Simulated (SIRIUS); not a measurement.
Here is a SIRIUS 7.12.0 calculation.

Contents of sirius.json:

```json
{
  "control": {
    "processing_unit": "cpu",
    "std_evp_solver_name": "lapack",
    "gen_evp_solver_name": "lapack",
    "verbosity": 2,
    "print_forces": true,
    "ortho_rf": true,
    "use_second_variation": true,
    "rmt_max": 3.0,
    "num_bands_to_print": 12,
    "save_wf": true
  },
  "parameters": {
    "electronic_structure_method": "full_potential_lapwlo",
    "xc_functionals": ["XC_GGA_X_PBE", "XC_GGA_C_PBE"],
    "core_relativity": "dirac",
    "valence_relativity": "zora",
    "num_fv_states": 12,
    "smearing": "fermi_dirac",
    "smearing_width": 0.0018374661,
    "pw_cutoff": 20,
    "gk_cutoff": 3.41,
    "lmax_apw": 10,
    "lmax_rho": 8,
    "lmax_pot": 8,
    "num_mag_dims": 0,
    "auto_rmt": 0,
    "ngridk": [11, 11, 11],
    "shiftk": [0, 0, 0],
    "num_dft_iter": 80,
    "energy_tol": 1e-07,
    "density_tol": 1e-05,
    "use_symmetry": true
  },
  "settings": {"tol_ne": 1e-10},
  "iterative_solver": {"type": "exact"},
  "mixer": {"type": "anderson", "beta": 0.5, "max_history": 8},
  "unit_cell": {
    "lattice_vectors": [[0.0, 3.8263269058, 3.8263269058], [3.8263269058, 0.0, 3.8263269058], [3.8263269058, 3.8263269058, 0.0]],
    "atom_types": ["Al"],
    "atom_files": {"Al": "Al.json"},
    "atoms": {"Al": [[0.0, 0.0, 0.0]]}
  }
}
```

Al.json

```json
{
  "name": "aluminium",
  "symbol": "Al",
  "number": 13,
  "mass": 26.9815386,
  "rmin": 1e-06,
  "rmt": 2.29,
  "nrmt": 800,
  "rinf": 20.43,
  "core": "1s",
  "valence": [
    {"basis": [{"enu": 0.05, "dme": 0, "n": 0, "auto": 0}, {"enu": 0.05, "dme": 1, "n": 0, "auto": 0}]},
    {"l": 0, "n": 1, "basis": [{"enu": 0.1073, "dme": 0, "n": 0, "auto": 0}]},
    {"l": 1, "n": 2, "basis": [{"enu": 0.15, "dme": 0, "n": 0, "auto": 0}]},
    {"l": 2, "n": 3, "basis": [{"enu": 0.15, "dme": 0, "n": 0, "auto": 0}]},
    {"l": 3, "n": 4, "basis": [{"enu": 0.15, "dme": 0, "n": 0, "auto": 0}]}
  ],
  "lo": [
    {
      "l": 0,
      "basis": [{"enu": 0.1073, "dme": 0, "n": 0, "auto": 0}, {"enu": 0.1073, "dme": 1, "n": 0, "auto": 0}]
    },
    {
      "l": 0,
      "basis": [{"enu": -3.695, "dme": 0, "n": 2, "auto": 1}, {"enu": -3.695, "dme": 1, "n": 2, "auto": 1}]
    },
    {
      "l": 0,
      "basis": [{"enu": -3.695, "dme": 1, "n": 2, "auto": 1}, {"enu": 0.1073, "dme": 0, "n": 0, "auto": 0}]
    },
    {
      "l": 0,
      "basis": [{"enu": 0.1073, "dme": 0, "n": 0, "auto": 0}, {"enu": 3.1584, "dme": 0, "n": 0, "auto": 0}]
    },
    {"l": 1, "basis": [{"enu": 0.15, "dme": 0, "n": 0, "auto": 0}, {"enu": 0.15, "dme": 1, "n": 0, "auto": 0}]},
    {
      "l": 1,
      "basis": [{"enu": -2.3097, "dme": 0, "n": 2, "auto": 1}, {"enu": -2.3097, "dme": 1, "n": 2, "auto": 1}]
    },
    {
      "l": 1,
      "basis": [{"enu": -2.3097, "dme": 1, "n": 2, "auto": 1}, {"enu": 0.15, "dme": 0, "n": 0, "auto": 0}]
    },
    {"l": 1, "basis": [{"enu": 0.15, "dme": 0, "n": 0, "auto": 0}, {"enu": 3.6587, "dme": 0, "n": 0, "auto": 0}]},
    {"l": 2, "basis": [{"enu": 0.15, "dme": 0, "n": 0, "auto": 0}, {"enu": 0.15, "dme": 1, "n": 0, "auto": 0}]},
    {"l": 2, "basis": [{"enu": 0.15, "dme": 1, "n": 0, "auto": 0}, {"enu": 0.15, "dme": 2, "n": 0, "auto": 0}]},
    {"l": 2, "basis": [{"enu": 0.15, "dme": 0, "n": 0, "auto": 0}, {"enu": 3.1248, "dme": 0, "n": 0, "auto": 0}]},
    {"l": 3, "basis": [{"enu": 0.15, "dme": 0, "n": 0, "auto": 0}, {"enu": 0.15, "dme": 1, "n": 0, "auto": 0}]}
  ],
  "free_atom": [... radial grid and density of the free atom, the start of the SCF ...]
}
```

The input sirius_start.json:

```json
{
  "control": {
    "processing_unit": "cpu",
    "std_evp_solver_name": "lapack",
    "gen_evp_solver_name": "lapack",
    "verbosity": 1,
    "print_forces": false,
    "ortho_rf": true,
    "use_second_variation": true,
    "rmt_max": 3.0,
    "num_bands_to_print": 12,
    "save_wf": false
  },
  "parameters": {
    "electronic_structure_method": "full_potential_lapwlo",
    "xc_functionals": ["XC_LDA_X", "XC_LDA_C_PW"],
    "core_relativity": "dirac",
    "valence_relativity": "zora",
    "num_fv_states": 12,
    "smearing": "fermi_dirac",
    "smearing_width": 0.0055123983,
    "pw_cutoff": 20,
    "gk_cutoff": 2.72,
    "lmax_apw": 10,
    "lmax_rho": 8,
    "lmax_pot": 8,
    "num_mag_dims": 0,
    "auto_rmt": 0,
    "ngridk": [4, 4, 4],
    "shiftk": [0, 0, 0],
    "num_dft_iter": 30,
    "energy_tol": 0.01,
    "density_tol": 0.05,
    "use_symmetry": true
  },
  "settings": {"tol_ne": 1e-10},
  "iterative_solver": {"type": "exact"},
  "mixer": {"type": "anderson", "beta": 0.5, "max_history": 8},
  "unit_cell": {
    "lattice_vectors": [[0.0, 3.8263269058, 3.8263269058], [3.8263269058, 0.0, 3.8263269058], [3.8263269058, 3.8263269058, 0.0]],
    "atom_types": ["Al"],
    "atom_files": {"Al": "Al.json"},
    "atoms": {"Al": [[0.0, 0.0, 0.0]]}
  }
}
```

Contents of sirius_bands.json:

```json
{
  "control": {
    "processing_unit": "cpu",
    "std_evp_solver_name": "lapack",
    "gen_evp_solver_name": "lapack",
    "verbosity": 2,
    "print_forces": true,
    "ortho_rf": true,
    "use_second_variation": true,
    "rmt_max": 3.0,
    "num_bands_to_print": 12,
    "save_wf": true
  },
  "parameters": {
    "electronic_structure_method": "full_potential_lapwlo",
    "xc_functionals": ["XC_GGA_X_PBE", "XC_GGA_C_PBE"],
    "core_relativity": "dirac",
    "valence_relativity": "zora",
    "num_fv_states": 12,
    "smearing": "fermi_dirac",
    "smearing_width": 0.0018374661,
    "pw_cutoff": 20,
    "gk_cutoff": 3.41,
    "lmax_apw": 10,
    "lmax_rho": 8,
    "lmax_pot": 8,
    "num_mag_dims": 0,
    "auto_rmt": 0,
    "ngridk": [11, 11, 11],
    "shiftk": [0, 0, 0],
    "num_dft_iter": 80,
    "energy_tol": 1e-07,
    "density_tol": 1e-05,
    "use_symmetry": true
  },
  "settings": {"tol_ne": 1e-10},
  "iterative_solver": {"type": "exact"},
  "mixer": {"type": "anderson", "beta": 0.5, "max_history": 8},
  "unit_cell": {
    "lattice_vectors": [[0.0, 3.8263269058, 3.8263269058], [3.8263269058, 0.0, 3.8263269058], [3.8263269058, 3.8263269058, 0.0]],
    "atom_types": ["Al"],
    "atom_files": {"Al": "Al.json"},
    "atoms": {"Al": [[0.0, 0.0, 0.0]]}
  },
  "kpoints_rel": {
    "G": [0.0, 0.0, 0.0],
    "K": [0.375, 0.375, 0.75],
    "L": [0.5, 0.5, 0.5],
    "U": [0.625, 0.25, 0.625],
    "W": [0.5, 0.25, 0.75],
    "X": [0.5, 0.0, 0.5]
  },
  "kpoints_path": ["G", "X", "W", "K", "G", "L", "U", "W", "L", "K"]
}
```

Potentials or basis: all-electron FP-LAPW (ZORA valence), apw+lo standard.

Command:

```console
$ OMP_NUM_THREADS=1 sirius.scf --input=sirius_start.json --output=start.json
$ OMP_NUM_THREADS=1 sirius.scf --input=sirius.json --output=output.json --task=1
$ OMP_NUM_THREADS=1 sirius.scf --input=sirius_bands.json --output=bands_out.json --task=2
```

(1) Predict the band gap along the path.

Results:

(1) none (metal or under the smearing width).
